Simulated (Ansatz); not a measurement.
## What a change of settings does: AlNi (rocksalt type)

First run: DFT, PBE, all-electron PAW with datasets made for the crystal, scalar-relativistic (Ansatz 0.2.0).

Command: `ansatz run input.yaml --threads 1 --pin off --max-ram 2048MiB --backend cpu --events-out ev --progress --plain --runs-dir out` It took 16 s on 1 thread of Arm Neoverse V1, with other jobs on the host, peak memory 0.54 GiB.

```yaml
crystal:
  lattice:
    - [0.0, 2.1774553196, 2.1774553196]
    - [2.1774553196, 0.0, 2.1774553196]
    - [2.1774553196, 2.1774553196, 0.0]
  atoms:
    - { symbol: Ni, position: [0.0, 0.0, 0.0] }
    - { symbol: Al, position: [0.5, 0.5, 0.5] }
kpoints:
  mp_grid: { grid: [15, 15, 15] }
scf:
  occupations: { method: fermi_dirac, width: 0.1 }
hamiltonian:
  xc: pbe
  pseudopotentials: { kind: all_electron, datasets: crystal }
output:
  forces: true
  stress: true
  eigenvalues: true
```

The cell comes from a relaxation on PAW files under the same functional, begun from a prototype that needn't be the stable phase.

This run: volume at 0.72 of the series' base cell.

It converges in 13 SCF iterations at a pressure of 72.3 GPa.

The input is then changed:

```diff
 scf:
-  occupations: { method: fermi_dirac, width: 0.1 }
+  occupations: { method: gaussian, width: 0.005 }
 hamiltonian:
```

Task: What does the second run give?

Result: It converges in 11 SCF iterations at a pressure of 72.2 GPa, free energy +4.2 meV/atom against the first run's.
